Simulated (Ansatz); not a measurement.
Wires are cut from relaxed bulk InSb (F-43m, 34.64 Å³/atom, gap on the mesh 0.00 eV); atoms and period are relaxed, and energies count from that bulk. Caps count from half an H2 molecule.

The calculation used Ansatz 0.2.0, DFT PBEsol, scalar-relativistic, plane waves, PAW.

Cutoff 420 eV; k points 1×1×9 on the computed 16-atom cell (Γ-centred); Gaussian smearing, width 0.05 eV; no spin polarisation.

Start ([001] wire, 6 host atoms a period with H caps):

```
CELL_PARAMETERS angstrom
15.90000 0.00000 0.00000
0.00000 16.20000 0.00000
0.00000 0.00000 6.51986
ATOMIC_POSITIONS crystal
In 0.55180 0.55084 0.00000
In 0.55180 0.34961 0.50000
Sb 0.65431 0.45023 0.25000
In 0.34677 0.55084 0.50000
Sb 0.44929 0.65146 0.25000
Sb 0.44929 0.45023 0.75000
H 0.61498 0.61285 0.84592
H 0.61498 0.28760 0.65408
H 0.48862 0.28760 0.34592
H 0.71641 0.51117 0.40142
H 0.71641 0.38928 0.09858
H 0.28359 0.61285 0.65408
H 0.28359 0.48883 0.34592
H 0.51138 0.71240 0.40142
H 0.38720 0.71240 0.09858
H 0.38720 0.38928 0.90142
```

Relax it.

The free energy falls by 44 meV/atom.

```
excess energy (eV per host atom)                      : 0.793
line energy (eV/Å)                                    : 0.746
period (Å)                                            : 6.371
gap on the mesh (eV)                                  : 3.54
highest filled level or Fermi level under vacuum (eV) : 6.01
```

Relaxed structure:
```yaml
crystal:
  lattice:
    - [15.90000, 0.00000, 0.00000]
    - [0.00000, 16.20000, 0.00000]
    - [0.00000, 0.00000, 6.37084]
  atoms:
    - { symbol: In, position: [0.55922, 0.55811, 0.95938] }
    - { symbol: In, position: [0.55468, 0.33118, 0.52229] }
    - { symbol: Sb, position: [0.63602, 0.44439, 0.23829] }
    - { symbol: In, position: [0.32801, 0.55369, 0.52236] }
    - { symbol: Sb, position: [0.44335, 0.63349, 0.23828] }
    - { symbol: Sb, position: [0.45680, 0.45759, 0.71288] }
    - { symbol: H, position: [0.62825, 0.62588, 0.84140] }
    - { symbol: H, position: [0.63129, 0.30228, 0.69919] }
    - { symbol: H, position: [0.49240, 0.27073, 0.36418] }
    - { symbol: H, position: [0.70940, 0.49920, 0.37545] }
    - { symbol: H, position: [0.70700, 0.39299, 0.08611] }
    - { symbol: H, position: [0.29860, 0.62890, 0.69926] }
    - { symbol: H, position: [0.26638, 0.49259, 0.36429] }
    - { symbol: H, position: [0.49920, 0.70552, 0.37543] }
    - { symbol: H, position: [0.39098, 0.70316, 0.08611] }
    - { symbol: H, position: [0.40604, 0.40778, 0.91244] }
```

Spin-orbit coupling is left out, which matters for the bands of heavy elements. An odd mesh misses points on the zone edge, so a gap read on it can be too wide.

Each run keeps its start's symmetry and one magnetic start, so lower states can exist.

Time: 3.9 min on 4 threads of Arm Neoverse V2 (shared host), peak memory 2.6 GiB.